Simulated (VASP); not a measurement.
# Pm (Fm-3m) in VASP: a series of runs

Runs on Pm. Level: LDA. Tasks: single point.

All numbers are computed with VASP 6.6.1; they aren't measurements. Logs are shortened: lines on timing, memory, paths and dates and some standing lists are left out, and cuts for length are marked.

### Step 1. The structure

Symmetry: Fm-3m, No. 225, cubic system. Conventional cell: a = 5.168 Å, b = 5.168 Å, c = 5.168 Å, α = 90.00°, β = 90.00°, γ = 90.00°. Pm (site symmetry m-3m) is surrounded by 12 Pm at 3.65 Å.

This isn't the form of Pm at room conditions, which is double hcp.

### Step 2. Single point, LDA, collinear spin, ferromagnetic start

File INCAR:

```
PREC     = Accurate       # precision mode
ENCUT    = 450            # plane-wave cutoff, eV
EDIFF    = 1E-6           # SCF threshold, eV
ISMEAR   = -1             # smearing method
SIGMA    = 0.02           # smearing width, eV
LREAL    = F              # projectors in reciprocal space
LASPH    = T              # aspherical terms in the spheres
NELM     = 100            # most SCF steps
ALGO     = Normal         # electronic algorithm
ISIF     = 2              # what is computed and relaxed
LWAVE    = F              # write WAVECAR
LCHARG   = F              # write CHGCAR
ISPIN    = 2              # spin polarisation
MAGMOM   = 4              # initial moments
LORBIT   = 11             # projections on sites
LMAXMIX  = 6              # l up to which the mixer works
GGA      = CA             # functional
NBANDS   = 18             # bands
ADDGRID  = F
```

File KPOINTS:

```
Automatic mesh
0
Gamma
  9 9 9
```

File POSCAR:

```
Pm
1.0
   -0.0555010000      2.5655700000      2.5293400000
    2.5242190000     -0.0080540000      2.4818930000
    2.6229240000      2.6168280000     -0.1067590000
Pm
1
Direct
    0.0077670000      0.0042080000     -0.0216400000
```

Potentials or basis: VASP PAW PBE potentials, release 64 (Pm).

Command:

```bash
$ cat potpaw_PBE.64/Pm/POTCAR > POTCAR
$ mpirun -np 1 vasp_std > vasp.out
```

OUTCAR:

```text
PREC = Accurate
   ENCUT = 450
   EDIFF = 1E-6
   ISMEAR = -1
   LREAL = F
   LASPH = T
   NELM = 100
   ISIF = 2
   ISPIN = 2
   LORBIT = 11
   GGA = CA

 Found    365 irreducible k-points:

 Following reciprocal coordinates:
            Coordinates               Weight
  0.000000  0.000000  0.000000      1.000000
  0.111111  0.000000  0.000000      2.000000
  0.222222  0.000000  0.000000      2.000000
  0.333333 -0.000000  0.000000      2.000000
  0.444444  0.000000  0.000000      2.000000
  0.000000  0.111111 -0.000000      2.000000
   k-points           NKPTS =    365   k-points in BZ     NKDIM =    365   number of bands    NBANDS=     18
   number of dos      NEDOS =    301   number of ions     NIONS =      1
   total plane-waves  NPLWV =  18816
   dimension x,y,z NGX =    28 NGY =   24 NGZ =   28
   dimension x,y,z NGXF=    56 NGYF=   48 NGZF=   56
   ions per type =               1
   NGX,Y,Z   is equivalent  to a cutoff of  12.92, 11.27, 12.56 a.u.
   NGXF,Y,Z  is equivalent  to a cutoff of  25.84, 22.54, 25.12 a.u.
 SYSTEM =  unknown system
   PREC   = accura    normal or accurate (medium, high low for compatibility)
   ISTART =      0    job   : 0-new  1-cont  2-samecut
   ICHARG =      2    charge: 1-file 2-atom 10-const
   ISPIN  =      2    spin polarized calculation?
   LNONCOLLINEAR =      F non collinear calculations
   LSORBIT =      F    spin-orbit coupling
   LASPH  =      T    aspherical Exc in radial PAW
   ENCUT  =  450.0 eV  33.07 Ry    5.75 a.u.   6.23  6.12  6.41*2*pi/ulx,y,z
   NELM   =    100;   NELMIN=  2; NELMDL= -5     # of ELM steps
   EDIFF  = 0.1E-05   stopping-criterion for ELM
[... 12 lines left out ...]
   EMIN   =  10.00;   EMAX   =-10.00  energy-range for DOS
   EFERMI =   0.00;   METHOD = LEGACY
   ISMEAR =    -1;   SIGMA  =   0.02  broadening in eV -4-tet -1-fermi 0-gaus
   EFERMI_NEDOS =   21; number of points for ismear=-14 and -15
   IALGO  =     38    algorithm
   IMIX   =      4    mixing-type and parameters
     AMIX     =   0.40;   BMIX     =  1.00
     AMIX_MAG =   1.60;   BMIX_MAG =  1.00
  volume/ion in A,a.u.               =      34.51       232.91
  Fermi-wavevector in a.u.,A,eV,Ry     =   1.240052  2.343359 20.922083  1.537730
  Thomas-Fermi vector in A             =   2.374509
   LORBIT       =     11    0 simple, 1 ext, 2 COOP (PROOUT), +10 PAW based schemes
[... 5 lines left out ...]
   LRPA    =     F    only Hartree local field effects (RPA)
 spin polarized calculation
  energy-cutoff  :      450.00
  volume of cell :       34.51
 maximum number of plane-waves:       760
 NGX is ok and might be reduce to    28

 number of electron      15.0000001 magnetization       5.2446574

 Free energy of the ion-electron system (eV)
  ---------------------------------------------------
  ext. energy  EPLUGINS =         0.00000000
  ---------------------------------------------------
  free energy    TOTEN  =        -7.86412424 eV

  energy without entropy =       -7.84888995  energy(sigma->0) =       -7.85650710

 E-fermi :   5.4905     XC(G=0): -10.0526

 val. band max:        5.4905152322   @ k =   0.0000  -0.3333   0.3333
 cond. band min:       5.4907755672   @ k =   0.0000   0.0000   0.3333
 fundamental gap:      0.0002603350
 Fermi energy:         5.4905384408

 spin component 1

 k-point     1 :       0.0000    0.0000    0.0000
  band No.  band energies     occupation
      1     -32.9006      1.00000
      2     -12.9780      1.00000
      3     -12.9176      1.00000
      4     -12.8693      1.00000
      5       1.3861      1.00000
      6       5.2129      1.00000
[... 10 lines left out ...]
     17       9.8246      0.00000
     18      14.8513      0.00000

 k-point     2 :       0.1111    0.0000    0.0000
  band No.  band energies     occupation
      1     -32.8876      1.00000
      2     -13.0680      1.00000
      3     -12.9736      1.00000
      4     -12.8878      1.00000
      5       1.7328      1.00000
      6       5.1876      1.00000
[... 10 lines left out ...]
     17       9.6694      0.00000
     18      15.4879      0.00000
[... 64 lines left out ...]
 k-point     6 :       0.0000    0.1111   -0.0000
  band No.  band energies     occupation
      1     -32.8856      1.00000
      2     -13.0422      1.00000
      3     -12.9860      1.00000
      4     -12.9187      1.00000
      5       1.7527      1.00000
      6       5.1863      1.00000
[... 10 lines left out ...]
     17       9.6082      0.00000
     18      15.5203      0.00000

 [... further k-points ...]

 spin component 2

 k-point     1 :       0.0000    0.0000    0.0000
  band No.  band energies     occupation
      1     -30.9176      1.00000
      2     -11.3752      1.00000
      3     -11.3068      1.00000
      4     -11.2534      1.00000
      5       2.1881      1.00000
      6       7.6697      0.00000
[... 10 lines left out ...]
     17      10.7980      0.00000
     18      15.9406      0.00000

 k-point     2 :       0.1111    0.0000    0.0000
  band No.  band energies     occupation
      1     -30.9027      1.00000
      2     -11.4778      1.00000
      3     -11.3686      1.00000
      4     -11.2736      1.00000
      5       2.5474      1.00000
      6       7.3052      0.00000
[... 10 lines left out ...]
     17      10.6644      0.00000
     18      16.5440      0.00000
[... 64 lines left out ...]
 k-point     6 :       0.0000    0.1111   -0.0000
  band No.  band energies     occupation
      1     -30.9005      1.00000
      2     -11.4471      1.00000
      3     -11.3837      1.00000
      4     -11.3080      1.00000
      5       2.5662      1.00000
      6       7.3708      0.00000
[... 10 lines left out ...]
     17      10.6083      0.00000
     18      16.5555      0.00000

 [... further k-points ...]
[... 5 lines left out ...]
  --------------------------------------------------------------------------------------
  -------------------------------------------------------------------------------------
  Total       -0.8470614     -0.8450282     -0.8343728     -0.0505638      0.0665175      0.1904527
  in kB      -39.3214702    -39.2270858    -38.7324502     -2.3472229      3.0878091      8.8410128
  external PRESSURE =     -39.0936687 kB  Pullay stress =       0.0000000 kB

 VOLUME and BASIS-vectors are now :
 -----------------------------------------------------------------------------
  energy-cutoff  :      450.00
  volume of cell :       34.51
      direct lattice vectors                 reciprocal lattice vectors
    -0.055501000  2.565570000  2.529340000    -0.188150331  0.196421533  0.191996440
     2.524219000 -0.008054000  2.481893000     0.199708474 -0.192047705  0.199180755
     2.622924000  2.616828000 -0.106759000     0.185079531  0.188976904 -0.187622612

 POSITION                                       TOTAL-FORCE (eV/Angst)
 -----------------------------------------------------------------------------------
      2.57635      2.58009     -0.07436         0.000000     -0.000000      0.000000
 -----------------------------------------------------------------------------------
    total drift:                               -0.000005      0.000001     -0.000007

  FREE ENERGIE OF THE ION-ELECTRON SYSTEM (eV)
  ---------------------------------------------------
  free  energy   TOTEN  =        -7.8641242406 eV

  energy  without entropy=       -7.8488899534  energy(sigma->0) =       -7.85650710

 total charge

# of ion       s       p       d       f       tot
--------------------------------------------------
    1        2.047   5.476   0.485   4.402  12.410

 magnetization (x)

# of ion       s       p       d       f       tot
--------------------------------------------------
    1        0.000   0.031   0.197   4.389   4.617
```

OSZICAR:

```text
N       E                     dE             d eps       ncg     rms          rms(c)
DAV:   1     0.103307063390E+03    0.10331E+03   -0.56182E+03 27344   0.115E+03
DAV:   2     0.498006561287E+01   -0.98327E+02   -0.86969E+02 28936   0.192E+02
[... 16 lines left out ...]
DAV:  19    -0.786415524951E+01   -0.21647E-04   -0.18305E-04 39562   0.797E-02    0.140E-01
DAV:  20    -0.786412703561E+01    0.28214E-04   -0.10642E-04 36714   0.798E-02    0.429E-02
DAV:  21    -0.786412654192E+01    0.49369E-06   -0.53600E-05 30116   0.403E-02    0.410E-02
DAV:  22    -0.786412694838E+01   -0.40646E-06   -0.56651E-05 37186   0.502E-02    0.559E-02
DAV:  23    -0.786412628082E+01    0.66756E-06   -0.43096E-05 35260   0.486E-02    0.403E-02
DAV:  24    -0.786412433054E+01    0.19503E-05   -0.37965E-05 26342   0.369E-02    0.212E-02
DAV:  25    -0.786412424061E+01    0.89934E-07   -0.97155E-06 13710   0.167E-02
   1 F= -.78641242E+01 E0= -.78565071E+01  d E =-.152343E-01  mag=     5.2448
```

Wall time 4.2 min (1 thread of Intel Xeon 6975P-C (Granite Rapids), shared host); peak memory 0.38 GiB.

These settings aren't checked as converged: the numbers below hold their error.

Results:

| Quantity | Value |
| --- | --- |
| Free energy | -7.8641 eV |
| Pressure | -3.9 GPa |
| Band gap on the k mesh | none (metal or under the smearing width) |
| Net moment | 5.24 μB per cell |
| Site moments | Pm +4.62 μB |
| Valence electrons inside the program's atomic spheres | Pm 12.41 |

Caveat: the magnetic or orbital state may not be the lowest; the PAW data sets were made with another functional, which shifts forces and pressure a little; spin-orbit coupling is left out, which moves the levels of the heavy elements.

### Step 3. Single point, LDA, collinear spin, ferromagnetic start

This run uses another cell than the first one, of the same volume but with other edges.

INCAR: that of step 2 with these lines changed.

```diff
@@ -3,4 +3,4 @@
 EDIFF    = 1E-6           # SCF threshold, eV
-ISMEAR   = -1             # smearing method
-SIGMA    = 0.02           # smearing width, eV
+ISMEAR   = -5             # smearing method
+SIGMA    = 0.2            # smearing width, eV
 LREAL    = F              # projectors in reciprocal space
```

KPOINTS is that of step 2.

File POSCAR:

```
Pm
1.0
    0.0000000000      2.5841748100      2.5841748100
    2.5841748100      0.0000000000      2.5841748100
    2.5841748100      2.5841748100      0.0000000000
Pm
1
Direct
    0.0000000000      0.0000000000      0.0000000000
```

Potentials or basis: VASP PAW PBE potentials, release 64 (Pm).

Command:

```bash
$ cat potpaw_PBE.64/Pm/POTCAR > POTCAR
$ mpirun -np 1 vasp_std > vasp.out
```

Run time: 31 s. Hardware: 1 thread of Intel Xeon 6975P-C (Granite Rapids), shared host; peak memory 0.17 GiB.

These settings aren't checked as converged: the numbers below hold their error.

What came out:

* Free energy: -7.8629 eV
* Pressure: -3.6 GPa
* Band gap on the k mesh: none (metal or under the smearing width)
* Net moment: 5.24 μB per cell
* Site moments: Pm +4.61 μB
* Valence electrons inside the program's atomic spheres: Pm 12.40

Caveat: the magnetic or orbital state may not be the lowest; the PAW data sets were made with another functional, which shifts forces and pressure a little; spin-orbit coupling is left out, which moves the levels of the heavy elements; tetrahedron occupations give inexact forces and stress in metals.

### Step 4. Single point, LDA, collinear spin, ferromagnetic start

INCAR is that of step 3.

KPOINTS is that of step 3.

File POSCAR:

```
Pm
1.0
   -0.0555010000      2.5655700000      2.5293400000
    2.5242190000     -0.0080540000      2.4818930000
    2.6229240000      2.6168280000     -0.1067590000
Pm
1
Direct
    0.0077670000      0.0042080000     -0.0216400000
```

Command:

```bash
$ cat potpaw_PBE.64/Pm/POTCAR > POTCAR
$ mpirun -np 1 vasp_std > vasp.out
```

Wall time 4.9 min (1 thread of Intel Xeon 6975P-C (Granite Rapids), shared host); peak memory 0.4 GiB.

These settings aren't checked as converged: the numbers below hold their error.

Results:

```yaml
Free_energy: -7.8561 eV
Pressure: -3.8 GPa
Band_gap_on_the_k_mesh: none (metal or under the smearing width)
Net_moment: 5.22 μB per cell
Site_moments: Pm +4.61 μB
Valence_electrons_inside_the_program's_atomic_spheres: Pm 12.41
```

Caveat: the magnetic or orbital state may not be the lowest; the PAW data sets were made with another functional, which shifts forces and pressure a little; spin-orbit coupling is left out, which moves the levels of the heavy elements; tetrahedron occupations give inexact forces and stress in metals.
